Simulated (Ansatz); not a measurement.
Property card for Ir

All numbers below come from Ansatz, DFT r2SCAN, scalar-relativistic, plane waves, PAW.

Cutoff 500 eV; k points 18×18×18 on the computed 1-atom cell (Γ-centred); Gaussian smearing, width 0.10 eV; no spin polarisation.

The structure is relaxed at this level of theory with its symmetry kept.

The structure is cubic, space group Fm-3m (No. 225). The conventional cell has a = 3.844 Å, b = 3.844 Å, c = 3.844 Å, α = 90.00°, β = 90.00°, γ = 90.00°. Around Ir (site symmetry m-3m) lie 12 Ir at 2.72 Å.

- Volume per atom: 14.20 Å³
- Formation energy from the elements' standard states (uncorrected): +0.002 eV/atom
- Generalised Kohn–Sham band gap: none (metal)
- Density of states at the Fermi level: 0.88 states/eV per cell
- Löwdin character within 0.5 eV of the Fermi level: Ir 5d 95 %
- Bulk modulus: 377 GPa
- Its pressure derivative: 5.0
- Bader charges (e): Ir (1 in the cell) 0.00

Spin-orbit coupling is left out, which matters for the bands of heavy elements.